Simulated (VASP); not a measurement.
# Ce (Im-3m) in VASP: a series of runs, part 2 of 2

VASP 6.6.1.

### Step 4. Single point, PBE, collinear spin, ferromagnetic start

INCAR reads:

```
PREC     = Accurate       # precision mode
ENCUT    = 250            # plane-wave cutoff, eV
EDIFF    = 1E-6           # SCF threshold, eV
ISMEAR   = 0              # smearing method
SIGMA    = 0.2            # smearing width, eV
LREAL    = F              # projectors in reciprocal space
LASPH    = T              # aspherical terms in the spheres
NELM     = 100            # most SCF steps
ALGO     = Normal         # electronic algorithm
ISIF     = 2              # what is computed and relaxed
LWAVE    = F              # write WAVECAR
LCHARG   = F              # write CHGCAR
ISPIN    = 2              # spin polarisation
MAGMOM   = 1              # initial moments
LORBIT   = 11             # projections on sites
LMAXMIX  = 6              # l up to which the mixer works
GGA      = PE             # functional
NBANDS   = 16             # bands
ADDGRID  = F
```

KPOINTS reads:

```
regular mesh
0
Gamma
  9 9 9
```

POSCAR reads:

```
Ce
1.0
   -1.9432985503      1.9432985503      1.9432985503
    1.9432985503     -1.9432985503      1.9432985503
    1.9432985503      1.9432985503     -1.9432985503
Ce
1
Direct
    0.0000000000      0.0000000000      0.0000000000
```

Potentials or basis: VASP PAW PBE potentials, release 64 (Ce).

Launch:

```console
$ cat potpaw_PBE.64/Ce/POTCAR > POTCAR
$ mpirun -np 1 vasp_std > vasp.out
```

OUTCAR:

```text
PREC = Accurate
   ENCUT = 250
   EDIFF = 1E-6
   ISMEAR = 0
   LREAL = F
   LASPH = T
   NELM = 100
   ISIF = 2
   ISPIN = 2
   LORBIT = 11
   GGA = PE

 Found     35 irreducible k-points:

 Following reciprocal coordinates:
            Coordinates               Weight
  0.000000  0.000000  0.000000      1.000000
  0.111111  0.000000  0.000000     12.000000
  0.222222  0.000000  0.000000     12.000000
  0.333333  0.000000  0.000000     12.000000
  0.444444  0.000000  0.000000     12.000000
  0.111111  0.111111  0.000000     24.000000
   k-points           NKPTS =     35   k-points in BZ     NKDIM =     35   number of bands    NBANDS=     16
   number of dos      NEDOS =    301   number of ions     NIONS =      1
   total plane-waves  NPLWV =   5832
   dimension x,y,z NGX =    18 NGY =   18 NGZ =   18
   dimension x,y,z NGXF=    36 NGYF=   36 NGZF=   36
   ions per type =               1
   NGX,Y,Z   is equivalent  to a cutoff of   8.89,  8.89,  8.89 a.u.
   NGXF,Y,Z  is equivalent  to a cutoff of  17.78, 17.78, 17.78 a.u.
 SYSTEM =  unknown system
   PREC   = accura    normal or accurate (medium, high low for compatibility)
   ISTART =      0    job   : 0-new  1-cont  2-samecut
   ICHARG =      2    charge: 1-file 2-atom 10-const
   ISPIN  =      2    spin polarized calculation?
   LNONCOLLINEAR =      F non collinear calculations
   LSORBIT =      F    spin-orbit coupling
   LASPH  =      T    aspherical Exc in radial PAW
   ENCUT  =  250.0 eV  18.37 Ry    4.29 a.u.   4.34  4.34  4.34*2*pi/ulx,y,z
   NELM   =    100;   NELMIN=  2; NELMDL= -5     # of ELM steps
   EDIFF  = 0.1E-05   stopping-criterion for ELM
   LREAL  =      F    real-space projection
   EDIFFG = 0.1E-04   stopping-criterion for IOM
   NSW    =      0    number of steps for IOM
   IBRION =     -1    ionic relax: 0-MD 1-quasi-New 2-CG
   NFREE  =      0    steps in history (QN), initial steepest desc. (CG)
   ISIF   =      2    stress and relaxation
   ISYM   =      2    0-nonsym 1-usesym 2-fastsym
   POTIM  = 0.5000    time-step for ionic-motion
   TEBEG  =    0.0;   TEEND  =   0.0 temperature during run
   PSTRESS=    0.0 pullay stress
   NELECT =      12.0000    total number of electrons
   NUPDOWN=      -1.0000    fix difference up-down
   EMIN   =  10.00;   EMAX   =-10.00  energy-range for DOS
   EFERMI =   0.00;   METHOD = LEGACY
   ISMEAR =     0;   SIGMA  =   0.20  broadening in eV -4-tet -1-fermi 0-gaus
   EFERMI_NEDOS =   21; number of points for ismear=-14 and -15
   IALGO  =     38    algorithm
[... 28 lines left out ...]
  free energy    TOTEN  =        -5.73367897 eV

  energy without entropy =       -5.63046314  energy(sigma->0) =       -5.68207105

 E-fermi :   8.2631     XC(G=0): -10.7843

 val. band max:        8.2529022129   @ k =   0.2222   0.0000   0.0000
 cond. band min:       8.2686019275   @ k =   0.1111   0.1111   0.1111
 fundamental gap:      0.0156997146
 Fermi energy:         8.2630832225

 spin component 1

 k-point     1 :       0.0000    0.0000    0.0000
  band No.  band energies     occupation
      1     -26.4882      1.00000
      2      -8.0533      1.00000
      3      -8.0533      1.00000
      4      -8.0533      1.00000
      5       5.0473      1.00000
      6       8.2242      0.60838
[... 91 lines left out ...]
      3      -8.2450      1.00000
      4      -8.1319      1.00000
      5       6.2988      1.00000
      6       7.9807      0.97709
[... 8 lines left out ...]
     15      11.8187      0.00000
     16      12.0130      0.00000

 [... further k-points ...]

 spin component 2

 k-point     1 :       0.0000    0.0000    0.0000
  band No.  band energies     occupation
      1     -26.1641      1.00000
      2      -7.7624      1.00000
      3      -7.7624      1.00000
      4      -7.7624      1.00000
      5       5.3581      1.00000
      6       8.6951      0.00113
[... 91 lines left out ...]
      3      -7.9537      1.00000
      4      -7.8413      1.00000
      5       6.6096      1.00000
      6       8.3965      0.17279
[... 8 lines left out ...]
     15      12.1353      0.00000
     16      12.2430      0.00000

 [... further k-points ...]

------------------------ aborting loop because EDIFF is reached ----------------------------------------

  FORCE on cell =-STRESS in cart. coord.  units (eV):
  Direction    XX          YY          ZZ          XY          YZ          ZX
  --------------------------------------------------------------------------------------
  -------------------------------------------------------------------------------------
  Total       -0.7955697     -0.7955697     -0.7955697      0.0000000     -0.0000000      0.0000000
  in kB      -43.4220427    -43.4220427    -43.4220427      0.0000000     -0.0000000      0.0000000
  external PRESSURE =     -43.4220427 kB  Pullay stress =       0.0000000 kB

 VOLUME and BASIS-vectors are now :
 -----------------------------------------------------------------------------
  energy-cutoff  :      250.00
  volume of cell :       29.35
      direct lattice vectors                 reciprocal lattice vectors
    -1.943298550  1.943298550  1.943298550     0.000000000  0.257294485  0.257294485
     1.943298550 -1.943298550  1.943298550     0.257294485  0.000000000  0.257294485
     1.943298550  1.943298550 -1.943298550     0.257294485  0.257294485  0.000000000

 POSITION                                       TOTAL-FORCE (eV/Angst)
 -----------------------------------------------------------------------------------
      0.00000      0.00000      0.00000        -0.000000      0.000000     -0.000000
 -----------------------------------------------------------------------------------
    total drift:                                0.000000      0.000000      0.000000

  FREE ENERGIE OF THE ION-ELECTRON SYSTEM (eV)
  ---------------------------------------------------
  free  energy   TOTEN  =        -5.7336789679 eV

  energy  without entropy=       -5.6304631396  energy(sigma->0) =       -5.68207105

 total charge

# of ion       s       p       d       f       tot
--------------------------------------------------
    1        2.036   5.614   1.148   0.991   9.790

 magnetization (x)

# of ion       s       p       d       f       tot
--------------------------------------------------
    1        0.003   0.006   0.122   0.548   0.679
```

stdout:

```text
POSCAR found type information on POSCAR Ce
 POSCAR found :  1 types and       1 ions
 scaLAPACK will be used
 LDA part: xc-table for (Slater+PW92), standard interpolation
 POSCAR, INCAR and KPOINTS ok, starting setup
 FFT: planning ... GRIDC
 FFT: planning ... GRID_SOFT
 FFT: planning ... GRID
 WAVECAR not read
 entering main loop
```

Run time: 12 s. Hardware: 1 thread of Intel Xeon 6975P-C (Granite Rapids), shared host; peak memory 0.13 GiB.

The run converged, but a check on its numbers failed (symmetry, net force, bounds or a known fault of this set-up), so they aren't taken as properties of the crystal.

Caveat: the cutoff lies under the usual one of these potentials, so the numbers hold a large basis-set error; the magnetic or orbital state may not be the lowest; spin-orbit coupling is left out, which moves the levels of the heavy elements.
